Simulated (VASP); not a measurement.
# NaF (Villiaumite) (Fm-3m) in VASP: settings compared

The runs below take NaF (Villiaumite) through relaxation of the atoms, relaxation of cell and atoms, with LDA, PBEsol.

All numbers are computed with VASP 6.6.1; they aren't measurements. Logs are shortened: lines on timing, memory, paths and dates and some standing lists are left out, and cuts for length are marked.

## 1. The structure

Symmetry: Fm-3m, No. 225, cubic system. The conventional cell has a = 4.640 Å, b = 4.640 Å, c = 4.640 Å, α = 90.00°, β = 90.00°, γ = 90.00°. Around Na (site symmetry m-3m) lie 6 F at 2.32 Å. F (site symmetry m-3m) is surrounded by 6 Na at 2.32 Å.

## 2. Relaxation of the atoms, LDA (a relaxed cell with its volume scaled by 1.04)

Contents of INCAR:

```
ALGO = Normal
EDIFF = 1E-7
EDIFFG = -0.01
ENCUT = 600
GGA = CA
IBRION = 2
ISIF = 2
ISMEAR = 0
LASPH = True
LCHARG = False
LREAL = False
LWAVE = False
NELM = 80
NSW = 40
PREC = Accurate
SIGMA = 0.03
```

Contents of KPOINTS:

```
k-points
0
Gamma
  10 10 10
```

Contents of POSCAR:

```
NaF                                     
1.0
    0.0000000000      2.2786823134      2.2786823134
    2.2786823134      0.0000000000      2.2786823134
    2.2786823134      2.2786823134      0.0000000000
  Na              F             
     1     1
Direct
     0.0000000000000000    0.0000000000000000    0.0000000000000000
     0.5000000000000000    0.5000000000000000    0.5000000000000000
```

Potentials or basis: VASP PAW LDA potentials, release 64 (Na_pv, F).

Started as:

```sh
$ cat potpaw_LDA.64/Na_pv/POTCAR potpaw_LDA.64/F/POTCAR > POTCAR
$ mpirun -np 1 vasp_std > vasp.out
```

OUTCAR:

```text
EDIFF = 1E-7
   EDIFFG = -0.01
   ENCUT = 600
   GGA = CA
   IBRION = 2
   ISIF = 2
   ISMEAR = 0
   LASPH = True
   LREAL = False
   NELM = 80
   NSW = 40
   PREC = Accurate

 ion  position               nearest neighbor table
   1  0.000  0.000  0.000-   2 2.28   2 2.28   2 2.28   2 2.28   2 2.28   2 2.28
   2  0.500  0.500  0.500-   1 2.28   1 2.28   1 2.28   1 2.28   1 2.28   1 2.28

  LATTYP: Found a face centered cubic cell.
 ALAT       =     4.5573646268

  Lattice vectors:

 A1 = (   0.0000000000,   2.2786823134,   2.2786823134)
 A2 = (   2.2786823134,   0.0000000000,   2.2786823134)
 A3 = (   2.2786823134,   2.2786823134,   0.0000000000)

Analysis of symmetry for initial positions (statically):
=====================================================================
 Subroutine PRICEL returns:
 Original cell was already a primitive cell.

 Routine SETGRP: Setting up the symmetry group for a
 face centered cubic supercell.

 Subroutine GETGRP returns: Found 48 space group operations
 (whereof 48 operations were pure point group operations)
 out of a pool of 48 trial point group operations.

The static configuration has the point symmetry O_h .

Analysis of symmetry for dynamics (positions and initial velocities):
=====================================================================
 Subroutine PRICEL returns:
 Original cell was already a primitive cell.

 Routine SETGRP: Setting up the symmetry group for a
 face centered cubic supercell.

 Subroutine GETGRP returns: Found 48 space group operations
 (whereof 48 operations were pure point group operations)
 out of a pool of 48 trial point group operations.

The dynamic configuration has the point symmetry O_h .

 Subroutine INISYM returns: Found 48 space group operations
 (whereof 48 operations are pure point group operations),
 and found     1 'primitive' translations

----------------------------------------------------------------------------------------

                                     Primitive cell

  volume of cell :      23.6636

  direct lattice vectors                    reciprocal lattice vectors
     0.000000000  2.278682313  2.278682313    -0.219425059  0.219425059  0.219425059
     2.278682313  0.000000000  2.278682313     0.219425059 -0.219425059  0.219425059
     2.278682313  2.278682313  0.000000000     0.219425059  0.219425059 -0.219425059

  length of vectors
     3.222543432  3.222543432  3.222543432     0.380055350  0.380055350  0.380055350

  position of ions in fractional coordinates (direct lattice)
     0.000000000  0.000000000  0.000000000
     0.500000000  0.500000000  0.500000000

  ion indices of the primitive-cell ions
   primitive index   ion index
                 1           1
                 2           2

----------------------------------------------------------------------------------------

 KPOINTS: k-points

Automatic generation of k-mesh.
 Grid dimensions read from file:
 generate k-points for:   10   10   10

 Generating k-lattice:

  Cartesian coordinates                     Fractional coordinates (reciprocal lattice)
    -0.021942506  0.021942506  0.021942506     0.100000000  0.000000000  0.000000000
     0.021942506 -0.021942506  0.021942506     0.000000000  0.100000000  0.000000000
     0.021942506  0.021942506 -0.021942506     0.000000000  0.000000000  0.100000000

  Length of vectors
     0.038005535  0.038005535  0.038005535

  Shift w.r.t. Gamma in fractional coordinates (k-lattice)
     0.000000000  0.000000000  0.000000000

 Subroutine IBZKPT returns following result:
 ===========================================

 Found     47 irreducible k-points:

 Following reciprocal coordinates:
            Coordinates               Weight
  0.000000  0.000000  0.000000      1.000000
  0.100000  0.000000  0.000000      8.000000
  0.200000  0.000000  0.000000      8.000000
  0.300000  0.000000  0.000000      8.000000
  0.400000  0.000000  0.000000      8.000000
  0.500000  0.000000  0.000000      4.000000
[... 16 lines left out ...]
  0.300000  0.300000  0.000000      6.000000
  0.400000  0.300000  0.000000     24.000000
 [... further k-points ...]
   k-points           NKPTS =     47   k-points in BZ     NKDIM =     47   number of bands    NBANDS=     11
   number of dos      NEDOS =    301   number of ions     NIONS =      2
   total plane-waves  NPLWV =  21952
   dimension x,y,z NGX =    28 NGY =   28 NGZ =   28
   dimension x,y,z NGXF=    56 NGYF=   56 NGZF=   56
   ions per type =               1   1
   NGX,Y,Z   is equivalent  to a cutoff of  14.44, 14.44, 14.44 a.u.
   NGXF,Y,Z  is equivalent  to a cutoff of  28.89, 28.89, 28.89 a.u.
 SYSTEM =  unknown system
   PREC   = accura    normal or accurate (medium, high low for compatibility)
   ISTART =      0    job   : 0-new  1-cont  2-samecut
   ICHARG =      2    charge: 1-file 2-atom 10-const
   ISPIN  =      1    spin polarized calculation?
   LNONCOLLINEAR =      F non collinear calculations
   LSORBIT =      F    spin-orbit coupling
   LASPH  =      T    aspherical Exc in radial PAW
   ENCUT  =  600.0 eV  44.10 Ry    6.64 a.u.   6.44  6.44  6.44*2*pi/ulx,y,z
   NELM   =     80;   NELMIN=  2; NELMDL= -5     # of ELM steps
   EDIFF  = 0.1E-06   stopping-criterion for ELM
   LREAL  =      F    real-space projection
   EDIFFG = -.1E-01   stopping-criterion for IOM
   NSW    =     40    number of steps for IOM
   IBRION =      2    ionic relax: 0-MD 1-quasi-New 2-CG
   NFREE  =      1    steps in history (QN), initial steepest desc. (CG)
   ISIF   =      2    stress and relaxation
   ISYM   =      2    0-nonsym 1-usesym 2-fastsym
   POTIM  = 0.5000    time-step for ionic-motion
   TEBEG  =    0.0;   TEEND  =   0.0 temperature during run
   PSTRESS=    0.0 pullay stress
   NELECT =      14.0000    total number of electrons
   NUPDOWN=      -1.0000    fix difference up-down
   EMIN   =  10.00;   EMAX   =-10.00  energy-range for DOS
   EFERMI =   0.00;   METHOD = LEGACY
   ISMEAR =     0;   SIGMA  =   0.03  broadening in eV -4-tet -1-fermi 0-gaus
   EFERMI_NEDOS =   21; number of points for ismear=-14 and -15
   IALGO  =     38    algorithm
   IMIX   =      4    mixing-type and parameters
     AMIX     =   0.40;   BMIX     =  1.00
     AMIX_MAG =   1.60;   BMIX_MAG =  1.00
  volume/ion in A,a.u.               =      11.83        79.85
  Fermi-wavevector in a.u.,A,eV,Ry     =   1.374328  2.597103 25.698378  1.888777
  Thomas-Fermi vector in A             =   2.499764
   LORBIT       =      0    0 simple, 1 ext, 2 COOP (PROOUT), +10 PAW based schemes
   GGA     = CA    functional components
   LHFCALC =     F    Hartree Fock is set to
   AEXX    =    0.0000 exact exchange contribution
   IVDW    =     0    specifies the selected vdW correction
   LEPSILON=     F    determine dielectric tensor
   LRPA    =     F    only Hartree local field effects (RPA)
 conjugate gradient relaxation of ions
 non-spin polarized calculation
 Gauss-broadening in eV      SIGMA  =   0.03
  energy-cutoff  :      600.00
  volume of cell :       23.66
 maximum number of plane-waves:       804
 NGX is ok and might be reduce to    28
   NGX = 13   NGY = 13   NGZ = 13

 number of electron      14.0000006 magnetization

 Free energy of the ion-electron system (eV)
  ---------------------------------------------------
  ext. energy  EPLUGINS =         0.00000000
  ---------------------------------------------------
  free energy    TOTEN  =        -9.33019690 eV

  energy without entropy =       -9.33019690  energy(sigma->0) =       -9.33019690

 E-fermi :  -2.0649     XC(G=0): -10.1974

 val. band max:       -2.2887484938   @ k =   0.0000   0.0000   0.0000
 cond. band min:       3.9400196556   @ k =   0.0000   0.0000   0.0000
 fundamental gap:      6.2287681495
 Fermi energy:        -2.0649102899

 k-point     1 :       0.0000    0.0000    0.0000
  band No.  band energies     occupation
      1     -21.1404      2.00000
      2     -20.9060      2.00000
      3     -20.9060      2.00000
      4     -20.9060      2.00000
      5      -2.2887      2.00000
      6      -2.2887      2.00000
      7      -2.2887      2.00000
      8       3.9400      0.00000
      9      16.5930      0.00000
     10      16.5930      0.00000
     11      16.5930      0.00000

 k-point     2 :       0.1000    0.0000    0.0000
  band No.  band energies     occupation
      1     -21.3255      2.00000
      2     -20.9074      2.00000
      3     -20.9074      2.00000
      4     -20.7045      2.00000
      5      -2.5119      2.00000
      6      -2.3180      2.00000
      7      -2.3180      2.00000
      8       4.3169      0.00000
      9      15.2844      0.00000
     10      16.7630      0.00000
     11      16.7630      0.00000

 k-point     3 :       0.2000    0.0000    0.0000
  band No.  band energies     occupation
      1     -21.5540      2.00000
      2     -20.9111      2.00000
      3     -20.9111      2.00000
      4     -20.4324      2.00000
      5      -3.0200      2.00000
      6      -2.3924      2.00000
      7      -2.3924      2.00000
      8       5.2730      0.00000
      9      13.5163      0.00000
     10      17.1965      0.00000
     11      17.1965      0.00000
[... 267 lines left out ...]
 k-point    23 :       0.3000    0.3000    0.0000
  band No.  band energies     occupation
      1     -21.4920      2.00000
      2     -20.9497      2.00000
      3     -20.9497      2.00000
      4     -20.4235      2.00000
      5      -3.4786      2.00000
      6      -2.5925      2.00000
      7      -2.5925      2.00000
      8       7.3053      0.00000
      9      11.8404      0.00000
     10      15.6915      0.00000
     11      17.3456      0.00000

 k-point    24 :       0.4000    0.3000    0.0000
  band No.  band energies     occupation
      1     -21.4638      2.00000
      2     -20.9664      2.00000
      3     -20.9564      2.00000
      4     -20.4318      2.00000
      5      -3.5977      2.00000
      6      -2.7131      2.00000
      7      -2.6501      2.00000
      8       8.3186      0.00000
      9      11.3065      0.00000
     10      14.5510      0.00000
     11      17.4702      0.00000

 [... further k-points ...]

------------------------ aborting loop because EDIFF is reached ----------------------------------------

  FORCE on cell =-STRESS in cart. coord.  units (eV):
  Direction    XX          YY          ZZ          XY          YZ          ZX
  --------------------------------------------------------------------------------------
  -------------------------------------------------------------------------------------
  Total       -0.3288950     -0.3288950     -0.3288950      0.0000000      0.0000000      0.0000000
  in kB      -22.2682701    -22.2682701    -22.2682701      0.0000000      0.0000000      0.0000000
  external PRESSURE =     -22.2682701 kB  Pullay stress =       0.0000000 kB

 VOLUME and BASIS-vectors are now :
 -----------------------------------------------------------------------------
  energy-cutoff  :      600.00
  volume of cell :       23.66
      direct lattice vectors                 reciprocal lattice vectors
     0.000000000  2.278682313  2.278682313    -0.219425059  0.219425059  0.219425059
     2.278682313  0.000000000  2.278682313     0.219425059 -0.219425059  0.219425059
     2.278682313  2.278682313  0.000000000     0.219425059  0.219425059 -0.219425059

 POSITION                                       TOTAL-FORCE (eV/Angst)
 -----------------------------------------------------------------------------------
      0.00000      0.00000      0.00000         0.000000     -0.000000     -0.000000
      2.27868      2.27868      2.27868         0.000000      0.000000      0.000000
 -----------------------------------------------------------------------------------
    total drift:                                0.000000      0.000000      0.000000

  FREE ENERGIE OF THE ION-ELECTRON SYSTEM (eV)
  ---------------------------------------------------
  free  energy   TOTEN  =        -9.3301969040 eV

  energy  without entropy=       -9.3301969040  energy(sigma->0) =       -9.33019690

 reached required accuracy - stopping structural energy minimisation
```

Wall time 6 s (1 thread of AMD EPYC 9R45 (Zen 5), shared host); peak memory 0.11 GiB.

Results:

```yaml
Free_energy: -9.3302 eV
Pressure_after_relaxing: -2.2 GPa
Band_gap_on_the_k_mesh: 6.23 eV, direct
```

Final structure:
```yaml
crystal:
  lattice:
    - [0.00000, 2.27868, 2.27868]
    - [2.27868, 0.00000, 2.27868]
    - [2.27868, 2.27868, 0.00000]
  atoms:
    - { symbol: Na, position: [0.00000, 0.00000, 0.00000] }
    - { symbol: F, position: [0.50000, 0.50000, 0.50000] }
```

Levels at points of the mesh, in eV from the valence-band top:
```
           k point  band 4  band 5  band 6  band 7  band 8  band 9  band 10  band 11
(0.00, 0.00, 0.00)  -18.62    0.00    0.00    0.00    6.23   18.88    18.88    18.88
(0.50, 0.00, 0.00)  -17.70   -1.78   -0.29   -0.29   10.69   12.52    20.21    20.21
(0.50, 0.50, 0.00)  -18.54   -1.41   -0.44   -0.44   13.00   13.16    13.74    19.97
```

Caveat: the relaxation stopped at its first step, so nothing moved. A k mesh can miss the band edges.

## 3. Relaxation of the atoms, LDA (a relaxed cell with its volume scaled by 1.06)

INCAR is that of step 2.

KPOINTS is that of step 2.

Contents of POSCAR:

```
NaF                                     
1.0
    0.0000000000      2.2931966048      2.2931966048
    2.2931966048      0.0000000000      2.2931966048
    2.2931966048      2.2931966048      0.0000000000
  Na              F             
     1     1
Direct
     0.0000000000000000    0.0000000000000000    0.0000000000000000
     0.5000000000000000    0.5000000000000000    0.5000000000000000
```

Potentials or basis: VASP PAW LDA potentials, release 64 (Na_pv, F).

Started as:

```sh
$ cat potpaw_LDA.64/Na_pv/POTCAR potpaw_LDA.64/F/POTCAR > POTCAR
$ mpirun -np 1 vasp_std > vasp.out
```

It took 6.2 s on 1 thread of AMD EPYC 9R45 (Zen 5), shared host; peak memory 0.11 GiB.

The run converged. Its results:

| Property | Result |
| --- | --- |
| Free energy | -9.3236 eV |
| Pressure after relaxing | -3.2 GPa |
| Band gap on the k mesh | 6.12 eV, direct |

Final structure:
```yaml
crystal:
  lattice:
    - [0.00000, 2.29320, 2.29320]
    - [2.29320, 0.00000, 2.29320]
    - [2.29320, 2.29320, 0.00000]
  atoms:
    - { symbol: Na, position: [0.00000, 0.00000, 0.00000] }
    - { symbol: F, position: [0.50000, 0.50000, 0.50000] }
```

Levels at points of the mesh, in eV from the valence-band top:
```csv
k point,band 5,band 6,band 7,band 8,band 9,band 10
"(0.00, 0.00, 0.00)",0.00,0.00,0.00,6.12,18.75,18.75
"(0.50, 0.00, 0.00)",-1.73,-0.28,-0.28,10.57,12.36,20.00
"(0.50, 0.50, 0.00)",-1.38,-0.43,-0.43,12.94,13.00,13.55
```

Caveat: the relaxation stopped at its first step, so nothing moved. A k mesh can miss the band edges.

(Continued in part 2 of 2.)
